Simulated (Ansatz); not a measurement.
Input and output of a one-shot G0W0 calculation on ZnSe built on the h-MgO prototype (no longer in that coordination) (Ansatz, G0W0@PBE with 346 empty bands, a screening cutoff of 140 eV and a 6×6×2 mesh). The geometry is the r2SCAN minimum.

Input (YAML):
```yaml
crystal:
  lattice:
    - [4.1513888412, 0.0, 0.0]
    - [-2.0756944206, 3.5952081974, 0.0]
    - [0.0, 0.0, 6.1747441704]
  atoms:
    - { symbol: Zn, position: [0.3333333333, 0.6666666667, 0.25] }
    - { symbol: Zn, position: [0.6666666667, 0.3333333333, 0.75] }
    - { symbol: Se, position: [0.6666666667, 0.3333333333, 0.25] }
    - { symbol: Se, position: [0.3333333333, 0.6666666667, 0.75] }
kpoints:
  mp_grid: { grid: [6, 6, 2] }
hamiltonian:
  xc: pbe
scf:
  occupations: { method: fixed }
gw:
  n_empty_bands: 346
  ecut_chi: 140
  qp_bands: [v2, c2]
  qp_kpoints: band_edges
  screening: { model: contour_deformation }
```

Command: `ansatz run input.yaml --threads 2 --pin off --max-ram 3686MiB --backend cpu --events-out ev --progress --plain --runs-dir out`. Wall time 6.2 min on 2 threads of Arm Neoverse V1 (shared host); peak host memory 0.83 GiB.

Question: What does the program print?

Answer: Abridged output:
```
Pseudopotential: Zn, paw, valence charge 12, recommended cutoff 420 eV (normal)
Pseudopotential: Se, paw, valence charge 16, recommended cutoff 420 eV (normal)
Functional definition: PBE
Crystal: 4 atoms, lattice volume = 92.159 Å³
Basis set: ecut = 420 eV, 1767 PW (Γ)
Bands: 34, of which v1, the nominal top of the filled ones, is band 28 counted from 1 (27 counted from 0)
Symmetry: 24 space group operations
Space group: P63/mmc (ITA 194)
k-points: 14 of 72
SCF iter   1: HF=-17578.292675 eV  Δρ=9.30e-4  dr2=5.30e-4
SCF iter   2: HF=-17578.293025 eV  Δρ=5.17e-4  dr2=2.23e-4
SCF iter   3: HF=-17578.293317 eV  Δρ=2.10e-4  dr2=5.00e-5
SCF iter   4: HF=-17578.293324 eV  Δρ=9.46e-5  dr2=1.06e-5
SCF iter   5: HF=-17578.293330 eV  Δρ=9.12e-5  dr2=5.77e-6
SCF iter   6: HF=-17578.293328 eV  Δρ=2.44e-5  dr2=5.11e-7
SCF iter   7: HF=-17578.293329 eV  Δρ=5.76e-6  dr2=2.81e-8
SCF 1 converged in 7 iterations: F = -17578.293329 eV  dr2 = 2.81e-8
SCF converged after 7 iterations
Free energy (F): -17578.293329 eV
Fermi energy:    7.000089 eV
--- Per-component energies (eV) ---
  E_band       = -769.820922
  E_kinetic    = 499.938048
  E_local      = -8822.162606
  E_nonlocal   = 37.794993
  E_hartree    = 4086.248356
  E_xc         = -482.323470
  E_vxc        = -299.663662
  E_paw        = -7479.843932
  E_vpaw       = -358.229528
  E_ewald      = -5417.942857
--- G₀W₀: contour deformation, 8 samples at zero and on the imaginary axis and 1 off it, 72 q-points, 346 empty bands' worth ---
    ik  band        ε_KS         Σx   Σc(E_QP)       V_xc       Z   E_QP_lin       E_QP  E_QP is
     0    27      6.2932   -21.9070     2.1780   -18.9933  0.7435     5.5058     5.5575  root
     0    28      7.0001   -17.7971     1.8789   -15.2438  0.7361     6.2862     6.3256  root
     0    29      7.3366    -9.7771    -3.7024   -13.6836  0.7658     7.5426     7.5407  root
     0    30      7.8423   -10.2751    -3.7761   -14.2596  0.7699     8.0528     8.0507  root
     1    27      5.8784   -21.8024     2.3758   -18.6557  0.7406     5.0460     5.1076  root
     1    28      5.8784   -21.8024     2.3758   -18.6557  0.7406     5.0460     5.1076  root
     1    29      8.5672    -9.7822    -3.9309   -13.9164  0.7615     8.7725     8.7706  root
     1    30      8.5672    -9.7822    -3.9309   -13.9164  0.7615     8.7725     8.7706  root
     2    27      5.9892   -21.0811     2.1891   -18.1527  0.7415     5.1966     5.2499  root
     2    28      6.8436   -17.9787     1.9603   -15.3296  0.7351     6.1125     6.1549  root
     2    29      8.6551   -10.2604    -3.7709   -14.2046  0.7597     8.8298     8.8284  root
     2    30      9.3076   -11.1324    -3.8026   -15.1218  0.7593     9.4961     9.4944  root
     3    27      5.5652   -19.5116     2.4265   -16.3263  0.7301     4.7465     4.8064  root
     3    28      5.5652   -19.5116     2.4265   -16.3263  0.7301     4.7465     4.8064  root
     3    29      9.5847    -9.7391    -4.1633   -14.1284  0.7557     9.8133     9.8106  root
     3    30      9.5847    -9.7391    -4.1633   -14.1284  0.7557     9.8133     9.8106  root
     4    27      5.4257   -19.6481     2.2319   -16.6717  0.7357     4.6269     4.6813  root
     4    28      6.2735   -18.1349     2.1883   -15.2212  0.7309     5.4973     5.5480  root
     4    29      8.9314    -8.4614    -3.8627   -12.4389  0.7661     9.0468     9.0462  root
     4    30     10.1514    -9.8265    -4.1661   -14.2235  0.7559    10.3851    10.3822  root
     5    27      5.8309   -19.1258     2.4039   -15.9758  0.7284     5.0290     5.0847  root
     5    28      5.8309   -19.1258     2.4039   -15.9758  0.7284     5.0290     5.0847  root
     5    29      9.8070    -8.3372    -4.0606   -12.5286  0.7622     9.9385     9.9379  root
     5    30      9.8070    -8.3372    -4.0606   -12.5286  0.7622     9.9385     9.9379  root
     6    27      5.1661   -18.9435     2.2381   -15.9616  0.7346     4.3664     4.4224  root
     6    28      5.6876   -18.1347     2.4134   -14.9679  0.7250     4.8756     4.9342  root
     6    29      8.7597    -8.3098    -3.7696   -12.1582  0.7683     8.8387     8.8384  root
     6    30     10.1794    -9.5412    -4.1441   -13.9012  0.7573    10.3979    10.3953  root
     7    27      6.0624   -19.3890     2.3619   -16.2877  0.7308     5.2686     5.3230  root
     7    28      6.0624   -19.3890     2.3619   -16.2877  0.7308     5.2686     5.3230  root
     7    29      9.7488    -8.7196    -3.9247   -12.7434  0.7642     9.8483     9.8479  root
     7    30      9.7488    -8.7196    -3.9247   -12.7434  0.7642     9.8483     9.8479  root
    11    27      6.2160   -19.6508     2.3445   -16.5673  0.7324     5.4227     5.4770  root
    11    28      6.2160   -19.6508     2.3445   -16.5673  0.7324     5.4227     5.4770  root
    11    29     10.6167    -7.3495    -4.1116   -11.5265  0.7610    10.6823    10.6821  root
    11    30     10.6167    -7.3495    -4.1116   -11.5265  0.7610    10.6823    10.6821  root
  […]
```
Only the leading digits can be foreseen; the rest is this run's record.

The points are ik 0 = (0, 0, 0) (Γ), ik 1 = (0, 0, -1/2), ik 2 = (0, 1/6, 0), ik 3 = (0, 1/6, -1/2), ik 4 = (0, 1/3, 0), ik 5 = (0, 1/3, -1/2), ik 6 = (0, -1/2, 0), ik 7 = (0, -1/2, -1/2), ik 11 = (1/6, 1/3, -1/2), ik 12 = (1/3, 1/3, 0), ik 13 = (1/3, 1/3, -1/2); band 28 is the last filled one.

The quasiparticle gap on this mesh is 1.22 eV (direct at Γ), against 0.34 eV from PBE: +0.88 eV. Renormalisation factors Z lie between 0.71 and 0.77. G0W0 values are finite-basis, finite-mesh values.

The calculation is spin-unpolarised, and the structure need not be a phase that has been made.

The runs are scalar-relativistic, without spin-orbit coupling.

For so narrow a gap this mesh doesn't settle the screening, and the bands and cutoff are finite.

With a shallow d shell on the cation, G0W0 converges slowly in bands and cutoff, so these values are in doubt.
